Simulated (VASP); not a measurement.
# BP (F-43m) under biaxial strain in the (110) plane

Strain engineering needs slopes: what does biaxial strain in the (110) plane do to the lattice and the band edges of BP?

Main program and level: VASP 6.6.1; LDA; plane waves and PAW (B, P), in the first sound run; inputs show where later runs differ.

## 1. Starting point

The structure is cubic, space group F-43m (No. 216). The conventional cell has a = 4.538 Å, b = 4.538 Å, c = 4.538 Å, α = 90.00°, β = 90.00°, γ = 90.00°. Nearest to B lie 4 P at 1.97 Å. Nearest to P lie 4 B at 1.97 Å. Farther neighbours are not listed.

Coordinates:

```
B P
1.0
     0.00000    2.26900    2.26900
     2.26900    0.00000    2.26900
     2.26900    2.26900    0.00000
B P
1 1
Direct
  0.00000 0.00000 0.00000
  0.25000 0.25000 0.25000
```

## 2. Relax the crystal, LDA

The series starts from the cell that this level prefers, so that zero strain is near zero stress.

This step took 2 runs in a row; the last is shown.

Level: LDA; plane waves and PAW (B, P).

The input, INCAR:

```
SYSTEM = BP
PREC = Accurate
ENCUT = 480
EDIFF = 1E-07
NELM = 120
ISMEAR = 0
SIGMA = 0.02
LREAL = .FALSE.
ALGO = Normal
GGA = CA
NBANDS = 10
LASPH = .TRUE.
LORBIT = 11
LWAVE = .FALSE.
LCHARG = .FALSE.
KPAR = 16
IBRION = 2
NSW = 40
ISIF = 3
EDIFFG = -0.005
POTIM = 0.4
```

The input, POSCAR:

```
BP
1.0
    0.0000000000      2.2448005768      2.2448005768
    2.2448005768      0.0000000000      2.2448005768
    2.2448005768      2.2448005768      0.0000000000
B P
1 1
Direct
    0.0000000000      0.0000000000      0.0000000000
    0.2500000000      0.2500000000      0.2500000000
```

The input, KPOINTS:

```
Automatic mesh
0
Gamma
11 11 11
0 0 0
```

PAW data sets: B and P (LDA family, release 64).

Started as:

```sh
$ mpirun -np 16 vasp_std
```

The log of the run:

```text
[banner, memory and clock lines left out]
running   16 mpi-ranks, on    1 nodes
[...]
|                                                                             |
|           W    W    AA    RRRRR   N    N  II  N    N   GGGG   !!!           |
|           W    W   A  A   R    R  NN   N  II  NN   N  G    G  !!!           |
|           W    W  A    A  R    R  N N  N  II  N N  N  G       !!!           |
|           W WW W  AAAAAA  RRRRR   N  N N  II  N  N N  G  GGG   !            |
|           WW  WW  A    A  R   R   N   NN  II  N   NN  G    G                |
|           W    W  A    A  R    R  N    N  II  N    N   GGGG   !!!           |
|                                                                             |
|     For optimal performance we recommend to set                             |
|       NCORE = 2 up to number-of-cores-per-socket                            |
|     NCORE specifies how many cores store one orbital (NPAR=cpu/NCORE).      |
|     This setting can greatly improve the performance of VASP for DFT.       |
[...]
|     Unfortunately you need to use the default for GW and RPA                |
|     calculations (for HF NCORE is supported but not extensively tested      |
|     yet).                                                                   |
|                                                                             |

 LDA part: xc-table for (Slater(with rela. corr.)+CA(PZ))
 , standard interpolation
 POSCAR, INCAR and KPOINTS ok, starting setup
[...]
entering main loop
       N       E                     dE             d eps       ncg     rms          rms(c)
DAV:   1     0.771284084364E+01    0.77128E+01   -0.39718E+03  1120   0.680E+02
DAV:   2    -0.147837503994E+02   -0.22497E+02   -0.21399E+02  1566   0.111E+02
DAV:   3    -0.152987166902E+02   -0.51497E+00   -0.51420E+00  1370   0.160E+01
DAV:   4    -0.153005216122E+02   -0.18049E-02   -0.18045E-02  1412   0.108E+00
[...]
DAV:  11    -0.143991051354E+02   -0.18619E-05   -0.59788E-06  1404   0.135E-02    0.373E-02
DAV:  12    -0.143991048169E+02    0.31847E-06   -0.19057E-06  1274   0.627E-03    0.890E-03
DAV:  13    -0.143991048240E+02   -0.70941E-08   -0.64783E-08   640   0.170E-03
   1 F= -.14399105E+02 E0= -.14399105E+02  d E =-.143991E+02
[...]
reached required accuracy - stopping structural energy minimisation
```

Elapsed: 2.4 s, on 16 MPI ranks of AMD EPYC 7R43, shared host; peak memory 1.7 GiB; 27 s of CPU time.

The logs omit lines about the potential files and the build; timing stands in the text.

Parts of OUTCAR (step 2):

```text
  Total        0.0006740      0.0006740      0.0006740     -0.0000000      0.0000000     -0.0000000
  in kB        0.0477291      0.0477291      0.0477291     -0.0000000      0.0000000     -0.0000000
  external PRESSURE =       0.0477291 kB  Pullay stress =       0.0000000 kB

 POSITION                                       TOTAL-FORCE (eV/Angst)
 -----------------------------------------------------------------------------------
      0.00000      0.00000      0.00000         0.000000     -0.000000     -0.000000
      1.12240      1.12240      1.12240        -0.000000      0.000000      0.000000
 -----------------------------------------------------------------------------------
    total drift:                                0.000000      0.000000      0.000000

  FREE ENERGIE OF THE ION-ELECTRON SYSTEM (eV)
  ---------------------------------------------------
  free  energy   TOTEN  =       -14.3991048240 eV

  energy  without entropy=      -14.3991048240  energy(sigma->0) =      -14.39910482

 reached required accuracy - stopping structural energy minimisation

[... 3 further parts left out ...]
[key lines of the parts left out:]
E-fermi :   7.8723
```

Read from the output:

| Quantity | Value |
| --- | --- |
| energy(sigma→0) of the program | -14.3991 eV |
| stress, compression positive | 0.00 along [110], 0.00 across it (mean), GPa |
| volume | 22.624 Å³ |
| ionic steps | 1 |

## 3. Strain along the normal, LDA

One member in full: the plane is strained by 0.5 %, and the strain along the normal is moved by secant steps until the normal stress is under 0.012 GPa or five steps are spent; the atoms relax at each step.

This step took 3 runs, each at a new trial strain with the atoms of the one before; the last is shown.

Level: LDA; plane waves and PAW (B, P).

Changes to INCAR since step 2:

```diff
@@ -15,7 +15,7 @@
 LCHARG = .FALSE.
-KPAR = 16
-IBRION = 2
-NSW = 40
-ISIF = 3
-EDIFFG = -0.005
-POTIM = 0.4
+KPAR = 4
+IBRION = 1
+NSW = 25
+ISIF = 2
+EDIFFG = -0.004
+POTIM = 0.3
```

The input, POSCAR:

```
BP
1.0
   -0.0070183430      2.2490062370      2.2560245800
    2.2490062370     -0.0070183430      2.2560245800
    2.2419878940      2.2419878940      0.0000000000
B P
1 1
Direct
    0.9997573893      0.9997573893      0.0002426107
    0.2502426107      0.2502426107      0.2497573893
```

KPOINTS is that of step 2.

Started as:

```sh
$ mpirun -np 4 vasp_std
```

The log of the run:

```text
[banner, memory and clock lines left out]
running    4 mpi-ranks, on    1 nodes
[...]
LDA part: xc-table for (Slater(with rela. corr.)+CA(PZ))
 , standard interpolation
 POSCAR, INCAR and KPOINTS ok, starting setup
[...]
entering main loop
       N       E                     dE             d eps       ncg     rms          rms(c)
DAV:   1     0.682093532410E+01    0.68209E+01   -0.38799E+03  4344   0.678E+02
DAV:   2    -0.147655337628E+02   -0.21586E+02   -0.20617E+02  6006   0.108E+02
DAV:   3    -0.152759461547E+02   -0.51041E+00   -0.50951E+00  5356   0.157E+01
DAV:   4    -0.152778820838E+02   -0.19359E-02   -0.19357E-02  5314   0.111E+00
[...]
DAV:  11    -0.143975896141E+02   -0.18987E-05   -0.57513E-06  5398   0.133E-02    0.367E-02
DAV:  12    -0.143975892931E+02    0.32096E-06   -0.19460E-06  4892   0.630E-03    0.848E-03
DAV:  13    -0.143975892994E+02   -0.62576E-08   -0.67093E-08  2470   0.173E-03
   1 F= -.14397589E+02 E0= -.14397589E+02  d E =-.143976E+02
 BRION: g(F)=  0.174E-05 g(S)=  0.000E+00
[...]
N       E                     dE             d eps       ncg     rms          rms(c)
DAV:   1    -0.143975900118E+02   -0.71866E-06   -0.37671E-05  4386   0.412E-02    0.317E-03
DAV:   2    -0.143975900708E+02   -0.59022E-07   -0.99504E-07  5362   0.774E-03
   2 F= -.14397590E+02 E0= -.14397590E+02  d E =-.771422E-06
 BRION: g(F)=  0.196E-07 g(S)=  0.000E+00 retain N=  1 mean eig= 0.90
 eig:   0.904
 reached required accuracy - stopping structural energy minimisation
```

The job ended after 16 s (4 MPI ranks; peak memory 0.46 GiB).

OUTCAR, selected parts (step 3):

```text
  Total       -0.1721168     -0.1721168     -0.2948006      0.1717495      0.0000000      0.0000000
  in kB      -12.0832285    -12.0832285    -20.6960773     12.0574423      0.0000000      0.0000000
  external PRESSURE =     -14.9541781 kB  Pullay stress =       0.0000000 kB

 POSITION                                       TOTAL-FORCE (eV/Angst)
 -----------------------------------------------------------------------------------
      2.24199      2.24199      4.51080         0.000000      0.000000      0.000582
      1.12099      1.12099      1.12927         0.000000      0.000000     -0.000582
 -----------------------------------------------------------------------------------
    total drift:                               -0.000000     -0.000000     -0.000215

  FREE ENERGIE OF THE ION-ELECTRON SYSTEM (eV)
  ---------------------------------------------------
  free  energy   TOTEN  =       -14.3975900708 eV

  energy  without entropy=      -14.3975900708  energy(sigma->0) =      -14.39759007

[... 1 part as in an earlier step ...]

[... 3 further parts left out ...]
[key lines of the parts left out:]
E-fermi :   7.9006
```

Read from the output:

* energy(sigma→0) of the program: -14.3976 eV
* stress, compression positive: 0.00 along [110], -2.24 across it (mean), GPa
* ionic steps: 2

## 4. Band edges, HSE06

Short lines in KPOINTS_OPT sample the zone centre along and across the normal of the plane, for masses, and the other valleys.

Level: HSE06; plane waves and PAW (B, P).

The input, INCAR:

```
SYSTEM = BP
PREC = Accurate
ENCUT = 480
EDIFF = 1E-06
NELM = 100
ISMEAR = 0
SIGMA = 0.02
LREAL = .FALSE.
ALGO = Normal
LHFCALC = .TRUE.
AEXX = 0.25
GGA = PE
HFSCREEN = 0.2
LASPH = .TRUE.
NBANDS = 9
PRECFOCK = Fast
LWAVE = .FALSE.
LCHARG = .FALSE.
KPAR = 4
```

The input, POSCAR:

```
BP
1.0
   -0.0070183430      2.2490062370      2.2560245800
    2.2490062370     -0.0070183430      2.2560245800
    2.2419878940      2.2419878940      0.0000000000
B P
1 1
Direct
    0.9997222093      0.9997222093      0.0002777907
    0.2502777907      0.2502777907      0.2497222093
```

The input, KPOINTS:

```
Automatic mesh
0
Gamma
6 6 6
0 0 0
```

The input, KPOINTS_OPT:

```
Line mode
6
Line-mode
Reciprocal
  0.00000000   0.00000000   0.00000000
  0.01261561   0.01261561   0.02523123

  0.00000000   0.00000000   0.00000000
 -0.01269460   0.01269460  -0.00000000

  0.31000000   0.31000000   0.00000000
  0.50000000   0.50000000   0.00000000

  0.00000000   0.31000000   0.31000000
  0.00000000   0.50000000   0.50000000

  0.45000000   0.45000000   0.45000000
  0.50000000   0.50000000   0.50000000

  0.45000000   0.00000000   0.00000000
  0.50000000   0.00000000   0.00000000

  0.42500000   0.42500000   0.00000000
  0.42494415   0.44289702   0.01784117

  0.50000000   0.50000000   0.50000000
  0.48730540   0.51269460   0.50000000
```

Started as:

```sh
$ mpirun -np 4 vasp_std
```

The log of the run:

```text
[banner, memory and clock lines left out]
running    4 mpi-ranks, on    1 nodes
[...]
|                                                                             |
|               ----> ADVICE to this user running VASP <----                  |
|                                                                             |
|     You enforced a specific xc type in the INCAR file but a different       |
|     [... a line on the potential file left out ...]
|     I HOPE YOU KNOW WHAT YOU ARE DOING!                                     |
|                                                                             |

 LDA part: xc-table for (Slater+PW92), standard interpolation
 found WAVECAR, reading the header
 POSCAR, INCAR and KPOINTS ok, starting setup
[...]
reading WAVECAR
 the WAVECAR file was read successfully
 initial charge from wavefunction
 entering main loop
       N       E                     dE             d eps       ncg     rms          rms(c)
DAV:   1    -0.149789000384E+02   -0.14979E+02   -0.66147E-01   870   0.740E+00    0.355E+00
DAV:   2    -0.149824613313E+02   -0.35613E-02   -0.13177E-02  1138   0.894E-01    0.233E+00
DAV:   3    -0.149814979687E+02    0.96336E-03   -0.49648E-04  1117   0.163E-01    0.132E+00
DAV:   4    -0.149811430161E+02    0.35495E-03   -0.12177E-04   953   0.887E-02    0.741E-01
[...]
DAV:   8    -0.149809693125E+02    0.38635E-05   -0.14983E-06   673   0.112E-02    0.753E-02
DAV:   9    -0.149809681419E+02    0.11706E-05   -0.60962E-07   486   0.685E-03    0.421E-02
DAV:  10    -0.149809678599E+02    0.28205E-06   -0.21995E-07   482   0.400E-03
   1 F= -.14980968E+02 E0= -.14980968E+02  d E =-.156458E-18
 Start KPOINTS_OPT (optional k-point list driver)
k-point batch [1-46\48]
       N       E                     dE             ncg
DAV:   1     0.164028499089E+04   -0.91489E+04      828
DAV:   2     0.444903129465E+03   -0.11954E+04     1154
DAV:   3     0.362286345158E+03   -0.82617E+02     1112
DAV:   4     0.361489212111E+03   -0.79713E+00     1198
DAV:   5     0.361482715240E+03   -0.64969E-02     1262
DAV:   6     0.361482679258E+03   -0.35982E-04     1182
DAV:   7     0.361482679003E+03   -0.25505E-06     1203
k-point batch [47-48\48]
       N       E                     dE             ncg
DAV:   1     0.110369621608E+05   -0.54599E+03       36
DAV:   2     0.109928121965E+05   -0.44150E+02       44
DAV:   3     0.109900524579E+05   -0.27597E+01       40
DAV:   4     0.109900285609E+05   -0.23897E-01       56
DAV:   5     0.109900284269E+05   -0.13400E-03       56
DAV:   6     0.109900284267E+05   -0.24648E-06       56
```

Run time: 5.2 min. Hardware: 4 MPI ranks; peak memory 0.91 GiB.

Parts of OUTCAR (step 4):

```text
  LATTYP: Found a body centered orthorhombic cell.
 ALAT       =     3.1706496864
 B/A-ratio  =     1.0062608215
 C/A-ratio  =     1.4230677010

 Subroutine GETGRP returns: Found  4 space group operations
 (whereof  4 operations were pure point group operations)

The static configuration has the point symmetry C_2v.

 Found     46 irreducible k-points:

   k-points           NKPTS =     46   k-points in BZ     NKDIM =    216   number of bands    NBANDS=      9

   dimension x,y,z NGX =    24 NGY =   24 NGZ =   24
   dimension x,y,z NGXF=    48 NGYF=   48 NGZF=   48

   ENCUT  =  480.0 eV  35.28 Ry    5.94 a.u.   5.69  5.69  5.66*2*pi/ulx,y,z

   NELECT =       8.0000    total number of electrons

  exchange ACFDT corr.  =         0.00000000  see jH, gK, PRB 81, 115126

 E-fermi :   7.5843

 k-point     1 :       0.0000    0.0000    0.0000
  band No.  band energies     occupation
      1      -9.8777      2.00000
      2       7.4053      2.00000
      3       7.4088      2.00000
      4       7.4686      2.00000
      5      11.7587      0.00000
      6      11.8305      0.00000
      7      11.8711      0.00000
      8      16.5092      0.00000
      9      20.2337      0.00000

 k-point     2 :       0.1667    0.0000    0.0000
  band No.  band energies     occupation
      1      -9.3237      2.00000
      2       4.2767      2.00000
      3       6.6955      2.00000
      4       6.7572      2.00000
      5      12.5145      0.00000
      6      12.7885      0.00000
      7      12.8466      0.00000
      8      17.7770      0.00000
      9      19.5704      0.00000

 POSITION                                       TOTAL-FORCE (eV/Angst)
 -----------------------------------------------------------------------------------
      2.24199      2.24199      4.51080        -0.000000     -0.000000      0.003089
      1.12099      1.12099      1.12927         0.000000      0.000000     -0.003089
 -----------------------------------------------------------------------------------
    total drift:                               -0.000000     -0.000000      0.000004

  FREE ENERGIE OF THE ION-ELECTRON SYSTEM (eV)
  ---------------------------------------------------
  free  energy   TOTEN  =       -14.9809678599 eV

  energy  without entropy=      -14.9809678599  energy(sigma->0) =      -14.98096786

[... 1 part as in an earlier step ...]

[... 7 further parts left out ...]
```

This run gave:

```
energy(sigma→0) of the program : -14.9810 eV
```

## 5. The whole series

Hybrid runs start from orbitals of a short LDA run, not shown.

Runs beyond LDA use the data sets made with LDA; this shifts their levels slightly, and their total energies have another zero.

The other members went through these steps as far as the tables show, with the same cutoff and, step by step, the same mesh; 44 runs are not shown. The session took 3.5 core hours (wall time by ranks) on a shared machine.

```
in-plane strain (%)  strain along the normal (%)  mean of the two in-plane stresses, tension positive (GPa)  energy above the unstrained row (meV/atom)  gap on the mesh, LDA (eV)
             -2.000                        0.604                                                     -9.717                                      13.465                      0.793
             -1.500                        0.439                                                     -7.183                                       7.542                      0.913
             -1.000                        0.283                                                     -4.718                                       3.349                      1.018
             -0.500                        0.137                                                     -2.326                                       0.848                      1.107
                  0                        0.000                                                     -0.005                                       0.000                      1.176
              0.500                       -0.125                                                      2.242                                       0.757                      1.137
              1.000                       -0.248                                                      4.409                                       3.090                      1.100
              1.500                       -0.358                                                      6.503                                       6.946                      1.065
              2.000                       -0.467                                                      8.521                                      12.289                      1.032
```

Slopes at zero strain, from cubics through all rows: strain ratio -0.264, stress over strain 457 GPa.

Band edges at HSE06, counted from the valence-band top at Γ, with one row partly withheld:

```csv
in-plane strain (%),gap (eV),conduction band at Γ (eV),Δ or X valley along z (eV),Δ or X valley along x (eV),"lowest conduction level at L, [111] (eV)","lowest conduction level at L, [-111] (eV)",second valence level below the top (eV),third valence level below the top (eV)
-2.000,1.559,4.166,1.559,1.831,5.265,4.793,0.018,0.284
-1.500,1.679,4.230,1.675,1.858,5.188,4.849,0.008,0.206
-1.000,1.775,4.292,1.775,1.883,5.109,4.894,0.002,0.133
-0.500,1.857,?,1.857,1.904,5.026,4.925,0.000,0.065
0,1.925,4.408,1.925,1.925,4.944,4.944,0.000,0.000
0.500,1.883,4.290,1.920,1.883,4.800,4.887,0.060,0.063
1.000,1.844,4.175,1.906,1.843,4.659,4.821,0.116,0.126
1.500,1.807,4.064,1.886,1.806,4.523,4.745,0.166,0.186
2.000,1.772,3.956,1.858,1.770,4.389,4.663,0.213,0.245
```

## 6. Working out the slope

The quantity to fit is the conduction level at Γ above the mean of the three top valence levels at HSE06: 4.267, 4.302, 4.337, 4.408, 4.331, 4.255, 4.182, 4.109 eV in the rows shown.

A least-squares parabola through the 8 rows shown, with e the strain in %: E = − 0.04739 e² − 0.03984 e + 4.364 (eV), r.m.s. residual 0.021 eV.

For the withheld row, e = -0.5, the fit gives 4.3716 eV.

## 7. Checking the prediction

The calculation gives 4.3722 eV, so the prediction is 0.0006 eV too low, within twice the residual of the fit.

The rows do not lie on one parabola (a picked bound of 1 % of their span for the r.m.s. residual). Levels that cross, a degenerate level that splits or an edge that moves to another point can do that; which it is was not traced. So the linear term is no slope at zero strain, and none is listed.

## 8. Summary of results

| Quantity | Value |
| --- | --- |
| ratio of normal to in-plane strain | -0.264 |
| biaxial modulus | 457 GPa |
| gap of the unstrained cell, HSE06 | 1.93 eV |
| error of the predicted row | -0.6 meV |

**Reading.** As a check, the curvature of the energy gives 456 GPa for the same modulus (energy per volume = M × strain²), 0 % from the slope of the stress. At HSE06 the lowest conduction valley is Δ or X throughout, and the gap runs between 1.56 and 1.93 eV. Hole masses are left out throughout, since the top bands are degenerate or cross in many series; of conduction masses, those of the Γ, L and (for Si and Ge under (001) strain) Δ valleys are kept where they change by under an eighth between rows. HSE06 ran on a coarser mesh than the semilocal levels. Spin-orbit coupling is left out at HSE06, so the valence splittings there lack it. Δ or X levels are the lowest on their line, refined by a parabola unless they lie at X; the gap is read from all points sampled and can differ from the lowest valley by some meV, or by tens of meV where strain moves the valence top off Γ. Temperature, zero-point motion and excitons are left out.

[Lines on the potential files, build, host, timing and source positions are cut from VASP's logs without a mark.]

[Logs are printed without paths, hosts, clocks, repeated set-up lines and the standing remarks that a program may print on its own settings, such as how far it seeks lower states.]

[Hosts, paths, dates, database ids (printed as entryN), source tags and the programs' standing remarks are cut or masked in the printed files.]

[In band tables of VASP the shares of atoms and orbitals are scaled to a sum of 1 inside the atoms' spheres.]
